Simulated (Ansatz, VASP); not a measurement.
**One calculation of Sn, two programs**

```
Sn
1.0
    -2.01557    2.01557    1.64961
     2.01557   -2.01557    1.64961
     2.01557    2.01557   -1.64961
Sn
1
Direct
  0.00000 0.00000 0.00000
```

Change from the starting cell: volume scaled by 0.98.

Alike in both runs: task single point; functional LDA; k mesh 10 × 10 × 10; occupations fermi-dirac, width 0.05 eV; no spin polarisation.

|  | VASP | Ansatz |
| --- | --- | --- |
| version | VASP 6.6.1 | Ansatz 0.2.0 |
| potentials or method | VASP PAW LDA potentials, release 64 (Sn_d), cutoff 520 eV | all-electron LAPW, scalar-relativistic |

Ansatz gave:

* gap on the k mesh at the Fermi level (eV): none
* pressure (GPa): -2.3
* largest component of the traceless stress (GPa): 0.61

Question: Estimate VASP's values.

Answer: gap on the k mesh at the Fermi level (eV): none; pressure (GPa): -2.3; largest component of the traceless stress (GPa): 0.64.

A gap of «none» marks a metal or a gap that the smearing closes. Ansatz ran all-electron here, so the differences hold the error of VASP's frozen core and of both bases.
